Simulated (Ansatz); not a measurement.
# Relaxing Al

Computed with DFT PBE, scalar-relativistic, plane waves, PAW in Ansatz 0.2.0. Settings: 420 eV cutoff, 14×10×14 k-mesh, Gaussian smearing of 0.10 eV, no spin polarisation.

What was changed in Sb: Sb → Al on all its sites, cell and atoms relaxed.

Command:

```bash
ansatz run input.yaml --threads 1 --pin off --max-ram 1331MiB --backend cpu --events-out ev --progress --plain --runs-dir out
```

Input:

```yaml
crystal:
  lattice:
    - [2.9216698272, 0.0, 0.0135018172]
    - [0.0, 3.9673850912, 0.0]
    - [-0.0131028517, 0.0, 2.8524512088]
  atoms:
    - { symbol: Al, position: [1.2500248817, 0.75, 0.750008696] }
    - { symbol: Al, position: [-0.2500248817, 0.25, 0.249991304] }
basis:
  ecutwfc: 420
kpoints:
  mp_grid: { grid: [14, 10, 14] }
hamiltonian:
  xc: pbe
scf:
  occupations: { method: gaussian, width: 0.1 }
output:
  forces: true
  stress: true
  eigenvalues: true
relax:
  adjacent_minimum: "off"
  f_tol: 0.01
  max_steps: 60
  cell: { stress_tol: 0.1 }
```

F is the free energy. Steps run on the plane waves of an earlier cell, but the last one, and at times one on the way, on a freshly chosen basis, so a repeated geometry can differ a little in energy.

Steps:

```
step F − F(1) (eV) largest force component (eV/Å) V (Å³/atom) P (GPa)
   1         0.0000                           0.000       16.532    -0.19
   2        -0.0009                           0.000       16.479     0.05
   3        -0.0003                           0.000       16.487     0.02
   4        -0.0017                           0.000       16.445     0.19
   5        -0.0017                           0.000       16.481     0.02
   6        -0.0017                           0.000       16.481     0.02
```

Relaxed structure:

```
CELL_PARAMETERS angstrom
2.89004 0.00000 0.01345
0.00000 3.94746 0.00000
-0.01318 0.00000 2.88919
ATOMIC_POSITIONS crystal
Al 0.24999 0.75000 0.75000
Al 0.75001 0.25000 0.25000
```

It takes space group I4/mmm (No. 139, tetragonal). The conventional cell has a = 2.890 Å, b = 2.890 Å, c = 3.947 Å, α = 90.00°, β = 90.00°, γ = 90.00°. Al (site symmetry 4/mmm) has 12 Al at 2.84 to 2.89 Å as nearest neighbours.

The run converged. The run took of the order of 40 core-seconds.